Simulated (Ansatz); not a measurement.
# SnO2: the cost of one run

Program: Ansatz 0.2.0. Level of theory: DFT PBE, scalar-relativistic, plane waves, PAW. These are calculated values, not measurements.

## Step 1: The structure to begin with

Symmetry: Pnnm, No. 58, orthorhombic system. Conventional cell: a = 4.788 Å, b = 4.867 Å, c = 3.241 Å, α = 90.00°, β = 90.00°, γ = 90.00°. Sn (site symmetry 2/m) is surrounded by 6 O at 2.09 to 2.10 Å. Around O (site symmetry m) lie 3 Sn at 2.09 to 2.10 Å.

As a file:

```xyz
6
Lattice="4.7880 0.0000 0.0000 0.0000 4.8666 0.0000 0.0000 0.0000 3.2409" Properties=species:S:1:pos:R:3 pbc="T T T"
Sn    2.3940    2.4333    1.6204
Sn    0.0000    0.0000    0.0000
O     1.3974    1.5624    0.0000
O     3.7914    0.8709    1.6204
O     0.9966    3.9957    1.6204
O     3.3906    3.3042    0.0000
```

The start is a polymorph listed in a database, not an invented cell.

## Step 2: A first look at the guess

Input file input.yaml:

```yaml
crystal:
  lattice:
    - [4.78800392, 0.0, 0.0]
    - [0.0, 4.86658192, 0.0]
    - [0.0, 0.0, 3.24089789]
  atoms:
    - { symbol: Sn, position: [0.5, 0.5, 0.5] }
    - { symbol: Sn, position: [0.0, 0.0, 0.0] }
    - { symbol: O, position: [0.29185501, 0.321042, 0.0] }
    - { symbol: O, position: [0.79185501, 0.178958, 0.5] }
    - { symbol: O, position: [0.20814499, 0.821042, 0.5] }
    - { symbol: O, position: [0.70814499, 0.678958, 0.0] }
basis:
  ecutwfc: 420
kpoints:
  mp_grid: { grid: [4, 4, 6] }
hamiltonian:
  xc: pbe
scf:
  occupations: { method: gaussian, width: 0.1 }
  lower_state_search: "off"
output:
  forces: true
  stress: true
  eigenvalues: true
```

On the command line:

```console
> ansatz run input.yaml --threads 1 --pin off --max-ram 2560MiB --backend cpu --events-out ev --progress --plain --runs-dir out
```

**Question.** How long does this run take on 1 thread of Arm Neoverse V2, shared host, and how much memory does it need?

About 4.3 s, with a peak of 0.35 GiB.
